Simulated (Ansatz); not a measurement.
A 6-atom cell of Cu2O started from a crystallographic database: an Ansatz output whose functional has been blanked. Cell and atoms come from a relaxation with r2SCAN.

```cif
data_structure
_symmetry_space_group_name_H-M 'P 1'
_symmetry_Int_Tables_number 1
_cell_length_a 4.2461
_cell_length_b 4.2461
_cell_length_c 4.2461
_cell_angle_alpha 90.000
_cell_angle_beta 90.000
_cell_angle_gamma 90.000
_cell_volume 76.55
loop_
_atom_site_label
_atom_site_type_symbol
_atom_site_fract_x
_atom_site_fract_y
_atom_site_fract_z
_atom_site_occupancy
Cu1 Cu 0.25000 0.25000 0.25000 1
Cu2 Cu 0.25000 0.75000 0.75000 1
Cu3 Cu 0.75000 0.75000 0.25000 1
Cu4 Cu 0.75000 0.25000 0.75000 1
O1 O 0.00000 0.00000 0.00000 1
O2 O 0.50000 0.50000 0.50000 1
```

```
Crystal: 6 atoms, lattice volume = 76.553 Å³
Basis set: ecut = 500 eV, 1935 PW (Γ)
Bands: 49, of which v1, the nominal top of the filled ones, is band 44 counted from 1 (43 counted from 0)
Symmetry: 48 space group operations
Space group: Pn-3m (ITA 224)
k-points: 20 of 216
SCF 1 converged in 9 iterations: F = -27659.840875 eV  dr2 = 1.89e-9
SCF converged after 9 iterations
Free energy (F): -27659.840875 eV
Fermi energy:    10.975228 eV
--- Per-component energies (eV) ---
  E_band       = -1929.922566
  E_kinetic    = 1547.013921
  E_local      = -19722.979476
  E_nonlocal   = 1699.124940
  E_hartree    = 8631.613991
  E_xc         = -474.559478
  E_vxc        = -697.520440
  E_paw        = -7048.370931
  E_vpaw       = -2066.452925
  E_vtau       = 47.666256
  E_ewald      = -12290.418073
  E_core_change = -1.268314
--- Stress (GPa, compression-positive) ---
       -0.014860       0.000000       0.000000
        0.000000      -0.014860       0.000000
        0.000000       0.000000      -0.014860
  P = ⅓ Tr σ = -0.0149 GPa (-0.149 kbar)
--- Band table (eV; the first three rows and the last of 20) ---
  k-point 0: bands = […, 9.3091, 9.3091, 9.3091, 10.9752, 10.9752, 10.9752, 11.7689, 12.4220, 12.4220, 19.4681, …]
  k-point 1: bands = […, 9.1731, 9.2819, 9.2819, 10.1160, 10.9077, 10.9077, 12.0122, 12.8595, 13.3337, 18.9663, …]
  k-point 2: bands = […, 9.2094, 9.2094, 9.4628, 9.4628, 10.7293, 10.7293, 12.6748, 13.9597, 13.9857, 17.3213, …]
  k-point 19: bands = […, 9.2559, 9.2559, 10.0515, 10.3697, 10.3697, 10.3697, 13.6738, 13.6738, 13.6738, 16.2540, …]
```

Levels at the listed points, from bands.tsv (eV from the Fermi energy, bands near the gap, counted from 0):
```tsv
# k_distance	band_39	band_40	band_41	band_42	band_43	band_44	band_45	band_46	band_47
# fermi_ev = 10.975228
# [0, 0, 0] at k_distance = 0.000000
# [0, 0.5, 0] at k_distance = 0.739881
# [0.5, 0.5, 0] at k_distance = 1.479761
# [0.5, 0.5, 0.5] at k_distance = 2.219642
# levels_relative_to = fermi_ev
0.000	-1.666	-1.666	0.000	0.000	0.000	0.794	1.447	1.447	8.493
0.740	-1.788	-1.305	-1.305	-0.380	-0.380	2.538	2.538	4.507	4.507
1.480	-1.580	-1.320	-1.320	-0.663	-0.663	2.195	2.195	4.163	4.163
2.220	-1.719	-0.924	-0.606	-0.606	-0.606	2.699	2.699	2.699	5.279
```
In order the rows are Γ, X, M, R.

Q: Which functional gave these numbers?
A. LDA
B. PBE
C. r2SCAN
D. LC-ωPBE

A: C. r2SCAN. The term E_vtau belongs to a meta-GGA, which reads the kinetic-energy density. There is no exchange loop, so no exact exchange. The stress vanishes on a cell relaxed with r2SCAN. The r2SCAN gap is direct at Γ: 0.79 eV. The log narrows the family; the member has to be judged from the numbers.

Run as `ansatz run input.yaml --threads 4 --pin off --max-ram 7372MiB --backend cpu --events-out ev --progress --plain --runs-dir out`. Wall time 2.9 s on 4 threads of Arm Neoverse V2 (shared host); peak host memory 0.56 GiB.

Calculated for a static, non-magnetic cell.
